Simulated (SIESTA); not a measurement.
MoS2:

```
CELL_PARAMETERS angstrom
1.58000 0.91221 6.15000
-1.58000 0.91221 6.15000
0.00000 -1.82443 6.15000
ATOMIC_POSITIONS crystal
Mo 0.00000 0.00000 0.00000
S 0.41700 0.41700 0.41700
S 0.25000 0.25000 0.25000
```

Measurements of this composition are mostly on another form, of space group No. 194.

Base run:

* Program: SIESTA 5.4.2
* Functional: PBE
* Potentials or basis: PseudoDojo 0.4 standard (PBE files)
* Basis: DZP (energy shift 0.003 Ry; two zetas on semicore shells)
* Grid cutoff: 800 Ry
* Energy shift: 0.003 Ry
* k mesh: 10 × 10 × 10
* Occupations: fermi-dirac, width 0.05 eV
* Spin: no spin polarisation

Its results: band gap on the k mesh 1.01 eV, indirect (least direct gap 1.99 eV); pressure 8.3 GPa; largest force 0.964 eV/Å.

The run is repeated on the same cell with these changes: functional from PBE to vdW-DF2. What comes out?

Band gap on the k mesh 1.00 eV, indirect (least direct gap 1.96 eV); pressure 19.5 GPa; largest force 1.890 eV/Å.

Caveats: the basis of atomic orbitals isn't converged, which shifts pressures, moduli and gaps; so large a pressure means that the cell lies far from this level's equilibrium, or that cutoff or potentials fall short (some runs); the potentials were made for another functional, which shifts forces and pressure (some runs).

A k mesh can miss the band edges.
